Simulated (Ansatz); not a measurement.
**BN, zinc blende: band edges under a change of volume**

How fast do the gaps move when the cell is scaled evenly?

Calculated with Ansatz 0.2.0, PBEsol, PAW files of the set soft_1, cutoff 600 eV, Fermi–Dirac smearing 0.02 eV, k-mesh 13×13×13, no spin polarisation, no spin-orbit coupling.

Reference cell, relaxed at zero pressure with PBEsol (F-43m): a = 2.5492 Å, b = 2.5492 Å, c = 2.5492 Å, α = 60.00°, β = 60.00°, γ = 60.00°.

```
atom       x       y       z
   N  0.7500  0.7500  0.7500
   B  0.0000  0.0000  0.0000
```

Levels are read on the k-mesh and along lines from Γ to X = (0.5, 0, 0.5), L = (0.5, 0.5, 0.5), K = (0.375, 0.375, 0.75) and W = (0.5, 0.25, 0.75) in the reciprocal basis of this cell (the letters only name these points), and count from the highest filled level.

| ln(V/V0) | gap (eV) | direct gap at Γ (eV) | lowest empty at X (eV) |
| --- | --- | --- | --- |
| −0.0619 | 4.357 | 9.095 | 4.357 |
| −0.0408 | 4.335 | 8.996 | 4.335 |
| −0.0202 | 4.314 | 8.898 | 4.314 |
| 0.0000 | 4.293 | 8.803 | 4.293 |
| 0.0392 | 4.250 | 8.618 | 4.250 |
| 0.0583 | 4.229 | 8.529 | 4.229 |

**Question.** Fit the direct gap at Γ and give it at ln(V/V0) = 0.0198, a row left out above.

A straight line through the 6 rows: the means are −0.004233 for ln(V/V0) and 8.8232 for the level, Σ(Δx)² = 0.01073 and ΣΔxΔy = −0.05058, so the slope is −0.05058/0.01073 = −4.7131 and the intercept 8.8232 − (−4.7131)(−0.004233) = 8.8032.

The slope is the volume deformation potential of this gap, −4.71 eV, as a mean over the range. The line gives 8.710 eV. The run itself gives 8.710 eV, so the estimate misses by 0.000 eV, a rounding's worth.

The gap lies below the direct one at Γ in every row. Semilocal functionals give gaps that are too small, and the error differs from valley to valley, so the order of close valleys can be wrong too.

[Logs are printed without paths, hosts, clocks, repeated set-up lines and the standing remarks that a program may print on its own settings, such as how far it seeks lower states.]
